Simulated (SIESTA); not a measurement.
Input of a SIESTA 5.4.2 run:

InAs.fdf

```
SystemName                      InAs
SystemLabel                     InAs
NumberOfSpecies                 2
NumberOfAtoms                   2
%block ChemicalSpeciesLabel
  1  49 In
  2  33 As
%endblock ChemicalSpeciesLabel

LatticeConstant                 1.0 Ang
%block LatticeVectors
     0.0000000000     3.0180000000     3.0180000000
     3.0180000000     0.0000000000     3.0180000000
     3.0180000000     3.0180000000     0.0000000000
%endblock LatticeVectors
AtomicCoordinatesFormat         Fractional
%block AtomicCoordinatesAndAtomicSpecies
     0.0000000000     0.0000000000     0.0000000000  1  In
     0.7500000000     0.7500000000     0.7500000000  2  As
%endblock AtomicCoordinatesAndAtomicSpecies

%block kgrid.MonkhorstPack
    8   0   0  0.0
    0   8   0  0.0
    0   0   8  0.0
%endblock kgrid.MonkhorstPack
XC.Functional                   GGA
XC.Authors                      PBE
PAO.BasisSize                   DZP
PAO.EnergyShift                 0.003 Ry
Mesh.Cutoff                     500 Ry
OccupationFunction              FD
ElectronicTemperature           0.05 eV
MaxSCFIterations                120
SCF.MustConverge                false
SCF.Mixer.Method                Pulay
SCF.Mixer.Weight                0.25
SCF.Mixer.History               8
SCF.DM.Tolerance                5.0e-05
SCF.H.Tolerance                 1.0e-03 eV
WriteForces                     true
Charge.Mulliken                 end
Charge.Hirshfeld                end
Charge.Voronoi                  end
SaveRho                         true
SaveElectrostaticPotential      true
BandLinesScale                  ReciprocalLatticeVectors
%block BandLines
    1    0.000000   0.000000   0.000000  \Gamma
   12    0.500000   0.000000   0.500000  X
    6    0.500000   0.250000   0.750000  W
    4    0.375000   0.375000   0.750000  K
   13    0.000000   0.000000   0.000000  \Gamma
   11    0.500000   0.500000   0.500000  L
    8    0.625000   0.250000   0.625000  U
    4    0.500000   0.250000   0.750000  W
    9    0.500000   0.500000   0.500000  L
    8    0.375000   0.375000   0.750000  K
    1    0.625000   0.250000   0.625000  U
    4    0.500000   0.000000   0.500000  X
%endblock BandLines
%block PAO.Basis
  In 4
  n=5 0 2
    6.871 0.000
  n=5 1 2
    9.077 0.000
  n=4 2 2
    4.147 0.000
  n=5 2 1
    9.077
%endblock PAO.Basis
```

Potentials or basis: SG15 1.2 (PBE files) or PseudoDojo by element, DZP (energy shift 0.003 Ry; two zetas on semicore shells).

Command:

```sh
$ siesta InAs.fdf > InAs.out 2>&1
```

Task: Predict the pressure.

Result: 5.1 GPa.

Task: Estimate the band gap on the k mesh.

Result: None (metal or under the smearing width).

Levels at the corners of the path, in eV from the Fermi level:
```csv
point,band 5,band 6,band 7,band 8,band 9,band 10,band 11,band 12,band 13,band 14
Γ,-14.52,-11.97,-0.21,-0.05,-0.05,-0.05,3.87,3.87,3.87,10.06
X,-14.48,-9.94,-5.97,-2.41,-2.41,1.47,2.01,9.34,9.53,9.53
W,-14.51,-9.89,-5.82,-3.05,-2.97,4.27,4.32,5.05,6.13,10.08
K,-14.50,-9.96,-5.83,-3.38,-2.03,2.06,4.33,7.47,7.67,7.95
Γ,-14.52,-11.97,-0.21,-0.05,-0.05,-0.05,3.87,3.87,3.87,10.06
L,-14.51,-10.49,-5.89,-1.06,-1.06,0.91,4.67,4.67,7.11,9.48
U,-14.50,-9.96,-5.83,-3.38,-2.03,2.06,4.33,7.47,7.67,7.95
W,-14.51,-9.89,-5.82,-3.05,-2.97,4.27,4.32,5.05,6.13,10.08
L,-14.51,-10.49,-5.89,-1.06,-1.06,0.91,4.67,4.67,7.11,9.48
K,-14.50,-9.96,-5.83,-3.38,-2.03,2.06,4.33,7.47,7.67,7.95
U,-14.50,-9.96,-5.83,-3.38,-2.03,2.06,4.33,7.47,7.67,7.95
X,-14.48,-9.94,-5.97,-2.41,-2.41,1.47,2.01,9.34,9.53,9.53
```

Caveat: spin-orbit coupling is left out, which moves the levels of the heavy elements; the basis of atomic orbitals isn't converged, which shifts pressures, moduli and gaps.

**The experiment to reproduce.**

From a printed reference work, data compilation, for a bulk crystal of InAs at 4.2 K: band gap 0.418 eV (direct).

Measured gap of InAs: 0.418 eV (direct; 4.2 K; a printed reference work, data compilation). This calculation gives 0.00 eV (-0.42 eV). Spin-orbit coupling on As, In is left out. The value is that of PBE in an atomic basis (SG15 1.2 (PBE files) or PseudoDojo by element, DZP (energy shift 0.003 Ry; two zetas on semicore shells)), whose error adds to the functional's, on a finite k mesh, which can miss the band edges, without temperature or zero-point motion. Semilocal functionals fall short of measured gaps as a rule.
